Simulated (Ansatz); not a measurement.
Runs of Ansatz 0.2.0 on TiTe2. Symmetry: P-3m1, No. 164, trigonal system. The conventional cell has a = 3.777 Å, b = 3.777 Å, c = 6.498 Å, α = 90.00°, β = 90.00°, γ = 120.00°. Te (site symmetry 3m) is surrounded by 3 Ti at 2.77 Å. Around Ti (site symmetry -3m) lie 6 Te at 2.77 Å. 

| task | level | spin | cell | k mesh | points for each segment of the path | gap on the mesh (eV) | pressure (GPa) | relaxed volume (Å³/atom) | largest force (eV/Å) |
| --- | --- | --- | --- | --- | --- | --- | --- | --- | --- |
| band structure | RPBE | off | as given | 8 × 8 × 4 | 14 | none | 2.8 | - | 0.09 |
| band structure | LDA | SOC, no magnetisation | as given | 6 × 6 × 3 | 14 | none | -4.1 | - | 0.35 |
| band structure | PBE | SOC, no magnetisation | as given | 6 × 6 × 3 | 14 | none | 0.9 | - | (a) |
| relaxation of cell and atoms | PBEsol | off | relaxed | 8 × 8 × 4 | - | none | 0.0 | 25.40 | - |
| band structure | LDA | off | as given | 8 × 8 × 4 | 14 | none | -4.1 | - | (b) |
| relaxation of cell and atoms | LDA | off | relaxed | 8 × 8 × 4 | - | none | 0.0 | 24.60 | - |
| relaxation of cell and atoms | RPBE | off | relaxed | 8 × 8 × 4 | - | none | 0.0 | 38.17 | - |
| band structure | PBEsol | off | as given | 8 × 8 × 4 | 14 | none | -2.3 | - | 0.13 |

Alike in all rows: potentials or basis Ansatz PAW; cutoff (eV) 420; smearing fermi-dirac 0.05 eV.

Q: Fill in the values left out.

A: (a) 0.03; (b) 0.31.

Caveats: the PAW data sets come from PBE, with cores solved anew for the run's functional, which leaves a small shift of forces and pressure (some runs); this functional lacks dispersion, which binds the layers, so the pressure and a relaxed spacing across them are unreliable (some runs); spin-orbit coupling is left out, which moves the levels of the heavy elements (some runs); the plane-wave basis is chosen anew once the cell has moved, so the energies of steps on either side of that aren't comparable (some runs); the volume moved by over 15 % at a fixed basis, so the end points are rough (some runs); this functional lacks dispersion, which binds the layers, so the pressure and a relaxed spacing across them are unreliable, and here the layers came unbound (some runs); the volume moved by +43 % from the deposited cell, more than functionals usually miss (some runs).

A k mesh can miss the band edges, and rows without SOC leave out spin-orbit coupling on Te.

A gap of «none» marks a metal or a gap under the smearing width.
